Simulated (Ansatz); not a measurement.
TiAl3 under changes of volume

One of the cells (15.474 Å³/atom); the others are scaled copies at fixed shape and fractional positions:

```xyz
4
Lattice="3.9557 0.0000 0.0000 0.0000 3.9557 0.0000 0.0000 0.0000 3.9557" Properties=species:S:1:pos:R:3 pbc="T T T"
Ti    0.0000    0.0000    0.0000
Al    0.0000    1.9778    1.9778
Al    1.9778    0.0000    1.9778
Al    1.9778    1.9778    0.0000
```

The cell comes from a database or a generator and needn't be the stable form of this composition.

```yaml
Program: Ansatz 0.2.0
Functional: r2SCAN
Potentials_or_basis: Ansatz PAW
Cutoff: "500 eV (not typed: the program's choice for these potentials)"
k_mesh: 7 × 7 × 7
Occupations: fermi-dirac, width 0.05 eV
Spin: no spin polarisation
```

| volume (Å³/atom) | energy over the lowest point (meV/atom) | pressure (GPa) |
| --- | --- | --- |
| 14.545 | 22.25 | 8.1 |
| 14.855 | 9.54 | 5.1 |
| 15.164 | ? | ? |
| 15.474 | 0.00 | 0.0 |
| 15.783 | 2.17 | -2.2 |
| 16.093 | 8.39 | -4.2 |
| 16.402 | 18.28 | -6.0 |

Task: What does the run at 15.164 Å³/atom give?

Result: Energy over the lowest point 2.30 meV/atom; pressure 2.5 GPa.

Worked out: A Birch-Murnaghan fit of order 3 (a polynomial in V^(-2/3)) to the other rows has its minimum at 15.47 Å³/atom with B0 = V·E''(V) = 116 GPa and B' = 3.9. It gives 2.31 meV/atom at 15.164 Å³/atom, against the run's 2.30, and -dE/dV = 2.4 GPa, against 2.5.

Energies are extrapolated to zero smearing.

Caveats: the PAW data sets come from PBE, with cores solved anew for the run's functional, which leaves a small shift of forces and pressure.
